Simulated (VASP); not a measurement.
# Ge in VASP 6.6.1, single-point calculation

INCAR

```
ISIF = 2
LREAL = .FALSE.
NSW = 0
IBRION = -1
LWAVE = .FALSE.
NBANDS = 21
LCHARG = .FALSE.
PREC = Accurate
ENCUT = 520
NELM = 120
EDIFF = 1E-7
SIGMA = 0.02
METAGGA = SCAN
IVDW = 12
ISMEAR = -1
LASPH = .FALSE.
```

KPOINTS

```
KPOINTS created by Atomic Simulation Environment
0
Gamma
8 8 8
0 0 0
```

POSCAR

```
Ge
 1.0000000000000000
     0.0000000000000000    2.8368735120999999    2.8085047770000000
     2.8368735120999999    0.0000000000000000    2.8085047770000000
     2.8368735120999999    2.8368735120999999    0.0000000000000000
 Ge
   2
Cartesian
  0.0000000000000000  0.0000000000000000  0.0000000000000000
  1.4184367560500000  1.4184367560500000  1.4042523885000000
```

The recommended PBE PAW datasets give the neutral cell 28 valence electrons.

Command

```
mpirun -np 1 vasp_std
```

Task: Predict the outcome of this run.

Result: It converged. Results: gap between bands v and c on the k mesh 0.10 eV; least direct gap on the k mesh 0.10 eV; pressure -0.7 GPa. Band v is the last that the valence electrons fill when counted band by band, and c is the next.

OSZICAR

```
N       E                     dE             d eps       ncg     rms          rms(c)
DAV:   1     0.164825343662E+03    0.16483E+03   -0.14885E+04  2719   0.372E+03
DAV:   2    -0.119641421736E+02   -0.17679E+03   -0.17145E+03  2493   0.644E+02
DAV:   3    -0.397554325917E+02   -0.27791E+02   -0.27575E+02  2863   0.148E+02
DAV:   4    -0.406889786883E+02   -0.93355E+00   -0.93295E+00  2798   0.319E+01
DAV:   5    -0.407046600782E+02   -0.15681E-01   -0.15681E-01  2868   0.456E+00    0.304E+00
DAV:   6    -0.380607774695E+02    0.26439E+01   -0.31167E-01  2576   0.642E+00    0.161E+00
DAV:   7    -0.380992452845E+02   -0.38468E-01   -0.19001E-01  2515   0.411E+00    0.492E-01
DAV:   8    -0.381045281989E+02   -0.52829E-02   -0.23376E-02  2903   0.175E+00    0.114E-01
DAV:   9    -0.381047087013E+02   -0.18050E-03   -0.37751E-03  3165   0.809E-01    0.424E-02
DAV:  10    -0.381046830000E+02    0.25701E-04   -0.15458E-04  3279   0.161E-01    0.275E-02
DAV:  11    -0.381047561400E+02   -0.73140E-04   -0.43048E-05  3162   0.102E-01    0.880E-03
DAV:  12    -0.381047347145E+02    0.21425E-04   -0.45115E-06  2735   0.252E-02    0.183E-03
DAV:  13    -0.381047270505E+02    0.76640E-05   -0.29347E-07  2433   0.717E-03    0.437E-04
DAV:  14    -0.381047266808E+02    0.36969E-06   -0.15540E-08  1619   0.192E-03    0.294E-04
DAV:  15    -0.381047249528E+02    0.17280E-05   -0.59440E-09  1464   0.105E-03    0.446E-05
DAV:  16    -0.381047250340E+02   -0.81206E-07   -0.10696E-09  1399   0.527E-04
   1 F= -.38280416E+02 E0= -.38280393E+02  d E =-.449482E-04
```

For comparison, a separate PBE run of the intended cell, on usual settings and not on those above, gives a gap of 0.00 eV on its mesh and a pressure of 3.6 GPa.
